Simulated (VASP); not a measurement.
# AlH3 (R-3c) in VASP: a series of runs

Runs on AlH3. Level: r2SCAN. Tasks: single point.

Program: VASP 6.6.1. These are calculated values, not measurements. Logs are shortened: lines on timing, memory, paths and dates and some standing lists are left out, and cuts for length are marked.

### 1 The structure

It takes space group R-3c (No. 167, trigonal). The conventional cell has a = 4.426 Å, b = 4.426 Å, c = 11.743 Å, α = 90.00°, β = 90.00°, γ = 120.00°. Around Al (site symmetry -3) lie 6 H at 1.71 Å. Around H (site symmetry 2) lie 2 Al at 1.71 Å.

### 2 Single point, r2SCAN

POSCAR

```
AlH3
1.0
    2.2132094900      1.2777948300      3.9143360300
   -2.2132094900      1.2777948300      3.9143360300
    0.0000000000     -2.5555896600      3.9143360300
Al H
2 6
Direct
    0.0000000000      0.0000000000      0.0000000000
    0.5000000000      0.5000000000      0.5000000000
    0.8780000000      0.6220000000      0.2500000000
    0.2500000000      0.8780000000      0.6220000000
    0.6220000000      0.2500000000      0.8780000000
    0.1220000000      0.3780000000      0.7500000000
    0.7500000000      0.1220000000      0.3780000000
    0.3780000000      0.7500000000      0.1220000000
```

INCAR.step1

```
ALGO = Normal
EDIFF = 1E-4
ENCUT = 520
GGA = PE
ISMEAR = -1
LASPH = T
LCHARG = F
LREAL = F
LWAVE = T
NBANDS = 16
NELM = 60
PREC = Accurate
SIGMA = 0.0113
```

INCAR.step2

```
ALGO = Normal
EDIFF = 1E-6
ENCUT = 520
ISIF = 2
ISMEAR = -1
ISTART = 1
LASPH = T
LCHARG = T
LELF = T
LMIXTAU = T
LREAL = F
LVHAR = T
LWAVE = F
METAGGA = R2SCAN
NBANDS = 16
NELM = 60
PREC = Accurate
SIGMA = 0.0113
```

KPOINTS

```
k-points
0
Gamma
  5 5 5
```

Potentials or basis: VASP PAW PBE potentials, release 64 (Al, H).

Launch:

```bash
> cat potpaw_PBE.64/Al/POTCAR potpaw_PBE.64/H/POTCAR > POTCAR
> cp INCAR.step1 INCAR
> mpirun -np 1 vasp_std > vasp.out
> cp INCAR.step2 INCAR
> mpirun -np 1 vasp_std > vasp.out
```

OUTCAR:

```text
EDIFF = 1E-6
   ENCUT = 520
   ISIF = 2
   ISMEAR = -1
   ISTART = 1
   LASPH = T
   LREAL = F
   METAGGA = R2SCAN
   NELM = 60
   PREC = Accurate

 ion  position               nearest neighbor table
   1  0.000  0.000  0.000-   3 1.71   6 1.71   4 1.71   7 1.71   5 1.71   8 1.71   2 3.22   2 3.22
                             2 3.22   2 3.22   2 3.22   2 3.22
   2  0.500  0.500  0.500-   3 1.71   6 1.71   5 1.71   8 1.71   7 1.71   4 1.71   1 3.22   1 3.22
                             1 3.22   1 3.22   1 3.22   1 3.22
   3  0.878  0.622  0.250-   1 1.71   2 1.71
   4  0.250  0.878  0.622-   1 1.71   2 1.71
   5  0.622  0.250  0.878-   2 1.71   1 1.71
   6  0.122  0.378  0.750-   1 1.71   2 1.71
   7  0.750  0.122  0.378-   1 1.71   2 1.71
   8  0.378  0.750  0.122-   2 1.71   1 1.71

  LATTYP: Found a trigonal (rhomboedric) cell.
 ALAT       =     4.6747280595
 COS(alpha) =     0.5517066059

  Lattice vectors:

 A1 = (   2.2132094900,   1.2777948300,   3.9143360300)
 A2 = (  -2.2132094900,   1.2777948300,   3.9143360300)
 A3 = (   0.0000000000,  -2.5555896600,   3.9143360300)

Analysis of symmetry for initial positions (statically):
=====================================================================
 Subroutine PRICEL returns:
 Original cell was already a primitive cell.

 Routine SETGRP: Setting up the symmetry group for a
 trigonal (rhombohedral) supercell.

 Subroutine GETGRP returns: Found 12 space group operations
 (whereof  6 operations were pure point group operations)
 out of a pool of 12 trial point group operations.

The static configuration has the point symmetry S_6 .
 The point group associated with its full space group is D_3d.

Analysis of symmetry for dynamics (positions and initial velocities):
=====================================================================
 Subroutine PRICEL returns:
 Original cell was already a primitive cell.

 Routine SETGRP: Setting up the symmetry group for a
 trigonal (rhombohedral) supercell.

 Subroutine GETGRP returns: Found 12 space group operations
 (whereof  6 operations were pure point group operations)
 out of a pool of 12 trial point group operations.

The dynamic configuration has the point symmetry S_6 .
 The point group associated with its full space group is D_3d.

 Subroutine INISYM returns: Found 12 space group operations
[... 108 lines left out ...]
   NFREE  =      0    steps in history (QN), initial steepest desc. (CG)
   ISIF   =      2    stress and relaxation
   ISYM   =      2    0-nonsym 1-usesym 2-fastsym
   POTIM  = 0.5000    time-step for ionic-motion
   TEBEG  =    0.0;   TEEND  =   0.0 temperature during run
   PSTRESS=    0.0 pullay stress
   NELECT =      12.0000    total number of electrons
   NUPDOWN=      -1.0000    fix difference up-down
   EMIN   =  10.00;   EMAX   =-10.00  energy-range for DOS
   EFERMI =   0.00;   METHOD = LEGACY
   ISMEAR =    -1;   SIGMA  =   0.01  broadening in eV -4-tet -1-fermi 0-gaus
   EFERMI_NEDOS =   21; number of points for ismear=-14 and -15
   IALGO  =     38    algorithm
   IMIX   =      4    mixing-type and parameters
     AMIX     =   0.40;   BMIX     =  1.00
     AMIX_MAG =   1.60;   BMIX_MAG =  1.00
  volume/ion in A,a.u.               =       8.30        56.03
  Fermi-wavevector in a.u.,A,eV,Ry     =   0.925488  1.748919 11.653778  0.856529
  Thomas-Fermi vector in A             =   2.051348
   LORBIT       =      0    0 simple, 1 ext, 2 COOP (PROOUT), +10 PAW based schemes
   METAGGA = R2SCAN    functional components
   LHFCALC =     F    Hartree Fock is set to
   AEXX    =    0.0000 exact exchange contribution
   IVDW    =     0    specifies the selected vdW correction
   LEPSILON=     F    determine dielectric tensor
   LRPA    =     F    only Hartree local field effects (RPA)
 non-spin polarized calculation
  energy-cutoff  :      520.00
  volume of cell :       66.42
 maximum number of plane-waves:      1798
   NGX = 17   NGY = 17   NGZ = 17

 number of electron      12.0000000 magnetization

 Free energy of the ion-electron system (eV)
  ---------------------------------------------------
  ext. energy  EPLUGINS =         0.00000000
  ---------------------------------------------------
  free energy    TOTEN  =       -34.77926328 eV

  energy without entropy =      -34.77926328  energy(sigma->0) =      -34.77926328

 E-fermi :   0.9213     XC(G=0):  -9.1579

 val. band max:        0.6391359742   @ k =   0.4000   0.4000   0.0000
 cond. band min:       3.7247772978   @ k =   0.0000   0.0000   0.0000
 fundamental gap:      3.0856413236
 Fermi energy:         0.9212600664

 k-point     1 :       0.0000    0.0000    0.0000
  band No.  band energies     occupation
      1      -8.2667      2.00000
      2      -1.7938      2.00000
      3      -1.1391      2.00000
      4      -1.1391      2.00000
      5       0.5615      2.00000
      6       0.5615      2.00000
[... 338 lines left out ...]
      3      -2.3457      2.00000
      4      -1.4991      2.00000
      5      -0.2921      2.00000
      6       0.2394      2.00000
[... 8 lines left out ...]
     15      13.0956      0.00000
     16      14.8610      0.00000

------------------------ aborting loop because EDIFF is reached ----------------------------------------

  FORCE on cell =-STRESS in cart. coord.  units (eV):
  Direction    XX          YY          ZZ          XY          YZ          ZX
  --------------------------------------------------------------------------------------
  -------------------------------------------------------------------------------------
  Total       -0.0744215     -0.0744213     -0.0452729     -0.0000000      0.0000000     -0.0000000
  in kB       -1.7952138     -1.7952074     -1.0920837     -0.0000000      0.0000000     -0.0000000
  external PRESSURE =      -1.5608350 kB  Pullay stress =       0.0000000 kB

 VOLUME and BASIS-vectors are now :
 -----------------------------------------------------------------------------
  energy-cutoff  :      520.00
  volume of cell :       66.42
      direct lattice vectors                 reciprocal lattice vectors
     2.213209490  1.277794830  3.914336030     0.225916255  0.130433042  0.085157056
    -2.213209490  1.277794830  3.914336030    -0.225916255  0.130433042  0.085157056
     0.000000000 -2.555589660  3.914336030     0.000000000 -0.260866084  0.085157056

 POSITION                                       TOTAL-FORCE (eV/Angst)
 -----------------------------------------------------------------------------------
      0.00000      0.00000      0.00000         0.000000     -0.000000      0.000000
      0.00000      0.00000      5.87150         0.000000     -0.000000      0.000000
      0.56658      1.27779      6.85009        -0.002046     -0.000000     -0.000000
     -1.38990     -0.14822      6.85009         0.001023     -0.001772      0.000000
      0.82331     -1.12957      6.85009         0.001023      0.001772      0.000000
     -0.56658     -1.27779      4.89292         0.002046     -0.000000     -0.000000
      1.38990      0.14822      4.89292        -0.001023      0.001772      0.000000
     -0.82331      1.12957      4.89292        -0.001023     -0.001772      0.000000
 -----------------------------------------------------------------------------------
    total drift:                                0.000000     -0.000000      0.000000

  FREE ENERGIE OF THE ION-ELECTRON SYSTEM (eV)
  ---------------------------------------------------
  free  energy   TOTEN  =       -34.7792632805 eV

  energy  without entropy=      -34.7792632805  energy(sigma->0) =      -34.77926328
```

OUTCAR.step1:

```text
EDIFF = 1E-4
   ENCUT = 520
   GGA = PE
   ISMEAR = -1
   LASPH = T
[... 601 lines left out ...]
      0.82331     -1.12957      6.85009        -0.035865     -0.062120     -0.000000
     -0.56658     -1.27779      4.89292        -0.071730      0.000000      0.000000
      1.38990      0.14822      4.89292         0.035865     -0.062120     -0.000000
     -0.82331      1.12957      4.89292         0.035865      0.062120     -0.000000
 -----------------------------------------------------------------------------------
    total drift:                                0.000000     -0.000000      0.000000

  FREE ENERGIE OF THE ION-ELECTRON SYSTEM (eV)
  ---------------------------------------------------
  free  energy   TOTEN  =       -27.8129385393 eV

  energy  without entropy=      -27.8129385393  energy(sigma->0) =      -27.81293854
```

OSZICAR.step1:

```text
N       E                     dE             d eps       ncg     rms          rms(c)
DAV:   1    -0.770833344532E+00   -0.77083E+00   -0.42584E+03   608   0.575E+02
DAV:   2    -0.279057984039E+02   -0.27135E+02   -0.25373E+02   808   0.961E+01
DAV:   3    -0.291557695595E+02   -0.12500E+01   -0.12477E+01   776   0.186E+01
DAV:   4    -0.291671260174E+02   -0.11356E-01   -0.11356E-01   800   0.205E+00
DAV:   5    -0.291674279268E+02   -0.30191E-03   -0.30191E-03   824   0.342E-01    0.819E+00
DAV:   6    -0.281843875907E+02    0.98304E+00   -0.43843E-01   784   0.313E+00    0.438E+00
DAV:   7    -0.278043471277E+02    0.38004E+00   -0.75937E-01   784   0.438E+00    0.591E-01
DAV:   8    -0.278118244099E+02   -0.74773E-02   -0.19444E-02   696   0.800E-01    0.245E-01
DAV:   9    -0.278128559272E+02   -0.10315E-02   -0.12895E-03   808   0.206E-01    0.118E-01
DAV:  10    -0.278129385393E+02   -0.82612E-04   -0.36270E-04   712   0.914E-02
   1 F= -.27812939E+02 E0= -.27812939E+02  d E =-.768985E-11
```

Run time: 49 s. Hardware: 1 thread of Intel Xeon Platinum 8488C (Sapphire Rapids), shared host; peak memory 0.2 GiB.

What came out:

```yaml
Free_energy: -34.7793 eV
Pressure: -0.2 GPa
Band_gap_on_the_k_mesh: 3.09 eV, indirect (least direct gap 3.16 eV)
```

Forces in eV/Å, atoms in the order of the input:
```
Al   0.000  0.000  0.000
Al   0.000  0.000  0.000
H   -0.002  0.000  0.000
H    0.001 -0.002  0.000
H    0.001  0.002  0.000
H    0.002  0.000  0.000
H   -0.001  0.002  0.000
H   -0.001 -0.002  0.000
```

Caveat: the PAW data sets were made with another functional, which shifts forces and pressure a little; an odd mesh through Γ misses points on the zone boundary, where band edges often lie.

### 3 Single point, r2SCAN

POSCAR is that of step 2.

INCAR.step1

```
SYSTEM = AlH3
PREC = Accurate
ENCUT = 520
ISMEAR = -1
SIGMA = 0.0113
LREAL = .False.
LASPH = .True.
NELM = 100
NBANDS = 16
GGA = PE
ALGO = Normal
EDIFF = 1E-4
LWAVE = .True.
LCHARG = .False.
```

INCAR.step2

```
SYSTEM = AlH3
PREC = Accurate
ENCUT = 520
EDIFF = 1E-7
ISMEAR = -1
SIGMA = 0.0113
LREAL = .False.
LASPH = .True.
NELM = 100
ALGO = Normal
ISIF = 2
LWAVE = .False.
LCHARG = .True.
METAGGA = R2SCAN
LMIXTAU = .True.
LELF = .True.
LVHAR = .True.
NBANDS = 16
ISTART = 1
```

KPOINTS

```
Automatic mesh
0
Gamma
  5 5 5
  0 0 0
```

Potentials or basis: VASP PAW PBE potentials, release 64 (Al, H).

Launch:

```bash
> cat potpaw_PBE.64/Al/POTCAR potpaw_PBE.64/H/POTCAR > POTCAR
> cp INCAR.step1 INCAR
> mpirun -np 1 vasp_std > vasp.out
> cp INCAR.step2 INCAR
> mpirun -np 1 vasp_std > vasp.out
```

It took 64 s on 1 thread of Intel Xeon Platinum 8488C (Sapphire Rapids), shared host; peak memory 0.21 GiB.

Results (log left out):

```yaml
Free_energy: -34.7793 eV
Pressure: -0.2 GPa
Band_gap_on_the_k_mesh: 3.09 eV, indirect (least direct gap 3.16 eV)
```

Forces in eV/Å, atoms in the order of the input:
```
Al   0.000  0.000  0.000
Al   0.000  0.000  0.000
H   -0.002  0.000  0.000
H    0.001 -0.002  0.000
H    0.001  0.002  0.000
H    0.002  0.000  0.000
H   -0.001  0.002  0.000
H   -0.001 -0.002  0.000
```

Levels at points of the mesh, in eV from the valence-band top:
```csv
k point,band 4,band 5,band 6,band 7,band 8,band 9
"(0.00, 0.00, 0.00)",-1.78,-0.08,-0.08,3.09,6.62,6.72
```

Caveat: the PAW data sets were made with another functional, which shifts forces and pressure a little; an odd mesh through Γ misses points on the zone boundary, where band edges often lie.

### 4 Single point, r2SCAN, collinear spin, typed start

POSCAR is that of step 3.

INCAR.step1

```
SYSTEM = AlH3
PREC = Accurate ; ENCUT = 520
ISMEAR = -1 ; SIGMA = 0.0113
LREAL = .FALSE. ; LASPH = .TRUE.
NELM = 150 ; ISPIN = 2
MAGMOM = 0.2 0.2 0.2 0.2 0.2 0.2 0.2 0.2 ; NBANDS = 20
GGA = PE ; ALGO = Normal
EDIFF = 1E-4 ; LWAVE = .TRUE.
LCHARG = .FALSE.
```

INCAR.step2

```
SYSTEM = AlH3
PREC = Accurate ; ENCUT = 520
EDIFF = 1E-6 ; ISMEAR = -1
SIGMA = 0.0113 ; LREAL = .FALSE.
LASPH = .TRUE. ; NELM = 150
ALGO = Normal ; ISIF = 2
LWAVE = .FALSE. ; LCHARG = .TRUE.
ISPIN = 2 ; MAGMOM = 0.2 0.2 0.2 0.2 0.2 0.2 0.2 0.2
LORBIT = 11 ; METAGGA = R2SCAN
LMIXTAU = .TRUE. ; LELF = .TRUE.
LVHAR = .TRUE. ; NBANDS = 20
ISTART = 1
```

KPOINTS

```
regular mesh
0
G
  5 5 5
  0 0 0
```

Potentials or basis: VASP PAW PBE potentials, release 64 (Al, H).

Launch:

```bash
> cat potpaw_PBE.64/Al/POTCAR potpaw_PBE.64/H/POTCAR > POTCAR
> cp INCAR.step1 INCAR
> mpirun -np 1 vasp_std > vasp.out
> cp INCAR.step2 INCAR
> mpirun -np 1 vasp_std > vasp.out
```

OUTCAR:

```text
SYSTEM = AlH3
   PREC = Accurate
   ENCUT = 520
   EDIFF = 1E-6
   ISMEAR = -1
   LREAL = .FALSE.
   LASPH = .TRUE.
   NELM = 150
   ISIF = 2
   ISPIN = 2
   LORBIT = 11
   METAGGA = R2SCAN
   ISTART = 1

 ion  position               nearest neighbor table
   1  0.000  0.000  0.000-   3 1.71   6 1.71   4 1.71   7 1.71   5 1.71   8 1.71   2 3.22   2 3.22
                             2 3.22   2 3.22   2 3.22   2 3.22
   2  0.500  0.500  0.500-   3 1.71   6 1.71   5 1.71   8 1.71   7 1.71   4 1.71   1 3.22   1 3.22
                             1 3.22   1 3.22   1 3.22   1 3.22
   3  0.878  0.622  0.250-   1 1.71   2 1.71
   4  0.250  0.878  0.622-   1 1.71   2 1.71
   5  0.622  0.250  0.878-   2 1.71   1 1.71
   6  0.122  0.378  0.750-   1 1.71   2 1.71
   7  0.750  0.122  0.378-   1 1.71   2 1.71
   8  0.378  0.750  0.122-   2 1.71   1 1.71

  LATTYP: Found a trigonal (rhomboedric) cell.
 ALAT       =     4.6747280595
[... 1045 lines left out ...]
      1.38990      0.14822      4.89292        -0.001049      0.001818      0.000000
     -0.82331      1.12957      4.89292        -0.001049     -0.001818      0.000000
 -----------------------------------------------------------------------------------
    total drift:                                0.000000     -0.000000      0.000000

  FREE ENERGIE OF THE ION-ELECTRON SYSTEM (eV)
  ---------------------------------------------------
  free  energy   TOTEN  =       -34.7792647358 eV

  energy  without entropy=      -34.7792647358  energy(sigma->0) =      -34.77926474

 total charge

# of ion       s       p       d       tot
------------------------------------------
    1        0.345   0.393   0.000   0.738
    2        0.345   0.393   0.000   0.738
    3        0.615   0.006   0.000   0.621
    4        0.615   0.006   0.000   0.621
    5        0.615   0.006   0.000   0.621
    6        0.615   0.006   0.000   0.621
    7        0.615   0.006   0.000   0.621
    8        0.615   0.006   0.000   0.621
--------------------------------------------------
tot          4.383   0.819   0.000   5.202

 magnetization (x)

# of ion       s       p       d       tot
------------------------------------------
    1        0.000  -0.000   0.000   0.000
    2        0.000  -0.000   0.000   0.000
    3        0.000  -0.000   0.000   0.000
    4        0.000  -0.000   0.000   0.000
    5        0.000  -0.000   0.000   0.000
    6        0.000  -0.000   0.000   0.000
    7        0.000  -0.000   0.000   0.000
    8        0.000  -0.000   0.000   0.000
--------------------------------------------------
tot          0.000  -0.000   0.000   0.000
```

OUTCAR.step1:

```text
SYSTEM = AlH3
   PREC = Accurate
   ENCUT = 520
   ISMEAR = -1
   LREAL = .FALSE.
   LASPH = .TRUE.
   NELM = 150
[... 1062 lines left out ...]
     -0.56658     -1.27779      4.89292        -0.071808     -0.000000      0.000000
      1.38990      0.14822      4.89292         0.035904     -0.062188     -0.000000
     -0.82331      1.12957      4.89292         0.035904      0.062188     -0.000000
 -----------------------------------------------------------------------------------
    total drift:                                0.000000     -0.000000      0.000000

  FREE ENERGIE OF THE ION-ELECTRON SYSTEM (eV)
  ---------------------------------------------------
  free  energy   TOTEN  =       -27.8129284463 eV

  energy  without entropy=      -27.8129284463  energy(sigma->0) =      -27.81292845
```

OSZICAR.step1:

```text
N       E                     dE             d eps       ncg     rms          rms(c)
DAV:   1    -0.831672913432E+00   -0.83167E+00   -0.39633E+03  1520   0.445E+02
DAV:   2    -0.276196916563E+02   -0.26788E+02   -0.25514E+02  1936   0.877E+01
DAV:   3    -0.288701276986E+02   -0.12504E+01   -0.12437E+01  1888   0.157E+01
DAV:   4    -0.288832003728E+02   -0.13073E-01   -0.13071E-01  1820   0.179E+00
DAV:   5    -0.288835225562E+02   -0.32218E-03   -0.32217E-03  1872   0.287E-01    0.855E+00
DAV:   6    -0.281774783312E+02    0.70604E+00   -0.44371E-01  1780   0.250E+00    0.443E+00
DAV:   7    -0.277891918304E+02    0.38829E+00   -0.61730E-01  1784   0.337E+00    0.131E+00
DAV:   8    -0.278079987598E+02   -0.18807E-01   -0.30672E-02  1772   0.827E-01    0.525E-01
DAV:   9    -0.278103587240E+02   -0.23600E-02   -0.14559E-03  1820   0.187E-01    0.297E-01
DAV:  10    -0.278125702245E+02   -0.22115E-02   -0.17832E-03  1660   0.196E-01    0.973E-02
DAV:  11    -0.278128942924E+02   -0.32407E-03   -0.26655E-04  1800   0.800E-02    0.296E-02
DAV:  12    -0.278129284463E+02   -0.34154E-04   -0.20348E-05  1180   0.262E-02
   1 F= -.27812928E+02 E0= -.27812928E+02  d E =-.658734E-11  mag=    -0.0006
```

It took 1.9 min on 1 thread of Intel Xeon Platinum 8488C (Sapphire Rapids), shared host; peak memory 0.26 GiB.

Results:

- Free energy: -34.7793 eV
- Pressure: -0.2 GPa
- Band gap on the k mesh: 3.09 eV, indirect (least direct gap 3.16 eV)
- Net moment: 0.00 μB per cell
- Valence electrons inside the program's atomic spheres: Al 0.74; H 0.62

Forces in eV/Å, atoms in the order of the input:
```
Al   0.000  0.000  0.000
Al   0.000  0.000  0.000
H   -0.002  0.000  0.000
H    0.001 -0.002  0.000
H    0.001  0.002  0.000
H    0.002  0.000  0.000
H   -0.001  0.002  0.000
H   -0.001 -0.002  0.000
```

Levels at points of the mesh, in eV from the valence-band top:
Spin up:
| k point | band 2 | band 3 | band 4 | band 5 | band 6 | band 7 | band 8 | band 9 | band 10 | band 11 |
| --- | --- | --- | --- | --- | --- | --- | --- | --- | --- | --- |
| (0.00, 0.00, 0.00) | -2.43 | -1.78 | -1.78 | -0.08 | -0.08 | 3.09 | 6.62 | 6.72 | 6.72 | 7.81 |
Spin down:
| k point | band 2 | band 3 | band 4 | band 5 | band 6 | band 7 | band 8 | band 9 | band 10 | band 11 |
| --- | --- | --- | --- | --- | --- | --- | --- | --- | --- | --- |
| (0.00, 0.00, 0.00) | -2.43 | -1.78 | -1.78 | -0.08 | -0.08 | 3.09 | 6.62 | 6.72 | 6.72 | 7.81 |

Caveat: the PAW data sets were made with another functional, which shifts forces and pressure a little; an odd mesh through Γ misses points on the zone boundary, where band edges often lie. r2SCAN opens gaps a little over a GGA but as a rule still falls short of measured ones.
